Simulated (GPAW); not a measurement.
**GPAW run on BaF₂ (Fm-3m, 3 atoms in the cell): self-consistent single point**

Computed with PBE, GPAW PAW datasets PBE (gpaw-data 1.0.1) (plane waves; GPAW).

The input file:

```python
from ase import Atoms
from ase.units import GPa
from gpaw import GPAW

atoms = Atoms(['Ba', 'F', 'F'],
              cell=[[0.000000, 3.092943, 3.092943],
                    [3.092943, 0.000000, 3.092943],
                    [3.092943, 3.092943, 0.000000]],
              scaled_positions=[[0.000000, 0.000000, 0.000000],
                                [0.250000, 0.250000, 0.250000],
                                [0.750000, 0.750000, 0.750000]],
              pbc=True)

calc = GPAW(mode={'name': 'pw', 'ecut': 900},
            xc='PBE',
            kpts=(9, 9, 9),
            occupations={'name': 'fermi-dirac', 'width': 0.05},
            nbands=-8,
            convergence={'bands': -6},
            symmetry={'symmorphic': False, 'tolerance': 0.0005},
            maxiter=120)

atoms.calc = calc

energy = atoms.get_potential_energy()
print('Energy (eV):', round(energy, 6))
forces = atoms.get_forces()
print('Forces (eV/Ang):')
print(forces.round(5))
stress = atoms.get_stress()
print('Stress (GPa, Voigt):', (stress / GPa).round(4))
```

Output, abridged:

```
Input parameters:
  convergence: {bands: -6}
  kpts: [9 9 9]
  maxiter: 120
  mode: {ecut: 900,
         name: pw}
  nbands: -8
  occupations: {name: fermi-dirac,
                width: 0.05}
  symmetry: {symmorphic: False,
             tolerance: 0.0005}
  xc: PBE

species:
  Ba:
    name: Barium
    Z: 56.0
    valence: 10
    core: 46
    charge: 0.0
    file: Ba.PBE.gz

    # Using partial waves for Ba as LCAO basis

  F:
    name: Fluorine
    Z: 9.0
    valence: 7
    core: 2
    charge: 0.0
    file: F.PBE.gz

    # Using partial waves for F as LCAO basis

Reference energy: -226706.004082  # eV

Spin-paired calculation

Convergence criteria:
 Maximum [total energy] change in last 3 cyles: 0.0005 eV / valence electron
 Maximum integral of absolute [dens]ity change: 0.0001 electrons / valence electron
 Maximum integral of absolute [eigenst]ate change: 4e-08 eV^2 / valence electron
 Maximum number of scf [iter]ations: 120

Symmetries present (total): 48
Symmetries with fractional translations: 0
729 k-points: 9 x 9 x 9 Monkhorst-Pack grid
35 k-points in the irreducible part of the Brillouin zone
       k-points in crystal coordinates                weights
   0:     0.00000000    0.00000000    0.00000000          1/729
   1:     0.11111111    0.11111111    0.00000000          6/729
   2:     0.11111111    0.11111111    0.11111111          8/729
   [... 7 lines left out ...]
          ...
  34:     0.44444444    0.44444444    0.44444444          8/729

Wave functions: Plane wave expansion
  Cutoff energy: 900.000 eV
  Number of coefficients (min, max): 3613, 3695
  Pulay-stress correction: 0.000000 eV/Ang^3 (de/decut=0.000000)

Occupation numbers: Fermi-Dirac:
  width: 0.0500  # eV

Eigensolver

Densities:
  Coarse grid: 32*32*32 grid
  Fine grid: 64*64*64 grid
  Total Charge: 0.000000

Density mixing:
  Method: separate
  Backend: pulay
  Linear mixing parameter: 0.05
  old densities: 5
  Damping of long wavelength oscillations: 50

Hamiltonian:
  XC and Coulomb potentials evaluated on a 64*64*64 grid
  External potential:
    NoExternalPotential

XC parameters: PBE with 2 nearest neighbor stencil

Number of atoms: 3
Number of atomic orbitals: 13
Number of bands in calculation: 20
Number of valence electrons: 24
Bands to converge: 14

Density initialized from atomic densities
  13 bands from LCAO basis set
  7 bands from random numbers

Atomic positions and initial magnetic moments

Positions:
   0 Ba     0.000000    0.000000    0.000000    ( 0.0000,  0.0000,  0.0000)
   1 F      1.546471    1.546471    1.546471    ( 0.0000,  0.0000,  0.0000)
   2 F      4.639414    4.639414    4.639414    ( 0.0000,  0.0000,  0.0000)

Unit cell:
           periodic     x           y           z      points  spacing
  1. axis:    yes    0.000000    3.092943    3.092943    32     0.1116
  2. axis:    yes    3.092943    0.000000    3.092943    32     0.1116
  3. axis:    yes    3.092943    3.092943    0.000000    32     0.1116

  Lengths:   4.374082   4.374082   4.374082
  Angles:   60.000000  60.000000  60.000000

Effective grid spacing dv^(1/3) = 0.1218

     iter     time        total  log10-change:
                         energy   eigst   dens
iter:   1 --:--:--   -18.005584   +1.69
iter:   2 --:--:--   -17.760488   +0.45  -1.15
iter:   3 --:--:--   -17.086074   -0.15  -1.19
iter:   4 --:--:--   -17.085885   -1.27  -1.41
iter:   5 --:--:--   -17.121703   -1.97  -1.50
iter:   6 --:--:--   -17.125701   -3.23  -2.30
iter:   7 --:--:--   -17.116648c  -2.84  -2.23
iter:   8 --:--:--   -17.112935   -2.53  -2.45
iter:   9 --:--:--   -17.113270c  -3.87  -3.13
iter:  10 --:--:--   -17.113313c  -4.85  -2.92
iter:  11 --:--:--   -17.112993c  -4.17  -2.95
iter:  12 --:--:--   -17.112943c  -4.30  -3.30
iter:  13 --:--:--   -17.112941c  -6.76  -4.15c
iter:  14 --:--:--   -17.112941c  -7.69c -4.31c

Converged after 14 iterations.

Dipole moment: (-0.000000, -0.000000, -0.000000) |e|*Ang

Energy contributions relative to reference atoms: (reference = -226706.004082)

Kinetic:        +21.469916
Potential:      -20.027982
External:        +0.000000
XC:             -18.565276
Entropy (-ST):   -0.000000
Local:           +0.010401
SIC:             +0.000000
--------------------------
Free energy:    -17.112941
Extrapolated:   -17.112941

Showing only first 2 kpts
 Kpt  Band  Eigenvalues  Occupancy
  0    10      1.81569    2.00000
  0    11      1.81569    2.00000
  0    12      8.71599    0.00000
  0    13     11.13407    0.00000

  1    10      1.83470    2.00000
  1    11      1.83470    2.00000
  1    12      9.09191    0.00000
  1    13     10.98731    0.00000

Fermi level: 3.88362

Gap: 6.810 eV
Transition (v -> c):
  (s=0, k=18, n=11, [0.44, 0.22, 0.22]) -> (s=0, k=0, n=12, [0.00, 0.00, 0.00])
Direct/indirect transitions are different
Direct gap: 6.900 eV
Transition at: (s=0, k=0, n=11, [0.00, 0.00, 0.00])
Energy (eV): -17.112941

Forces in eV/Ang:
  0 Ba    0.00000    0.00000    0.00000
  1 F     0.00000   -0.00000   -0.00000
  2 F    -0.00000    0.00000   -0.00000

Stress tensor:
    -0.009395     0.000000     0.000000
     0.000000    -0.009395    -0.000000
     0.000000    -0.000000    -0.009395
Stress (GPa, Voigt): [-1.5053 -1.5053 -1.5053 -0.      0.      0.    ]
```

The run converged in 14 iterations. GPAW prints stress with tension positive.

At such cutoffs GPAW's stress carries a finite-basis (Pulay) error, which enters relaxed cells too; its log prints stress with tension positive.

The starting cell comes from a database of computed structures (which also holds hypothetical and non-ambient phases and stackings), without a prior relaxation at this level. Its lattice was rescaled by a random factor within 2.5 % of one.
